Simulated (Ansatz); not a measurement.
## Worked example: ideal-gas entropy of C2H6O2 (ethylene glycol)

A singlet with charge 0, relaxed at PBE/def2-SVP (Ansatz 0.2.0):

```xyz
10

O    -1.7477    0.0549   -0.2210
C    -0.3920    0.4531   -0.2805
C     0.4365   -0.5543    0.5170
O     1.8112   -0.2231    0.5396
H    -2.2767    0.7263   -0.6852
H    -0.2158    1.4700    0.1495
H    -0.0031    0.4793   -1.3336
H     0.2378   -1.5787    0.1160
H     0.0842   -0.5522    1.5696
H     2.1488   -0.3266   -0.3688
```

Harmonic wavenumbers in cm⁻¹: 138, 247, 266, 325, 475, 799, 982, 1054, 1087, 1096, 1166, 1197, 1252, 1320, 1347, 1410, 1442, 1460, 2855, 2911, 2927, 3027, 3700, 3731.

Masses in u: O 15.999, C 12.011, H 1.008. Take T = 298.15 K, p = 1 bar, R = 8.3145 J/(mol K), kT/hc = 207.22 cm⁻¹, rigid rotor and harmonic oscillator.

Compute the standard molar entropy.


1. Translation (Sackur–Tetrode): S = R[3/2 ln M + 5/2 ln T − 1.1517] with M = 62.068 gives 160.3 J/(mol K).
2. Rotation: principal moments 16.993, 128.637, 137.828 u Å² give A, B, C = 0.992, 0.131, 0.1223 cm⁻¹; the symmetry number is σ = 1; q = (√π/σ)√((kT/hc)³/ABC) = 41939; S = R(ln q + 3/2) = 101.0.
3. Vibration: with u = ν̃/207.22, each mode gives R[u/(eᵘ − 1) − ln(1 − e⁻ᵘ)]; the sum is 37.4, most from 138 cm⁻¹ (11.8), 247 cm⁻¹ (7.3), 266 cm⁻¹ (6.8).
4. Electronic: R ln 1 = 0.0, from the spin multiplicity alone.
5. Sum: 160.3 + 101.0 + 37.4 + 0.0 = 298.7 J/(mol K).

No measured value is set beside it here. Where a soft mode is a torsion, a harmonic oscillator describes it poorly.
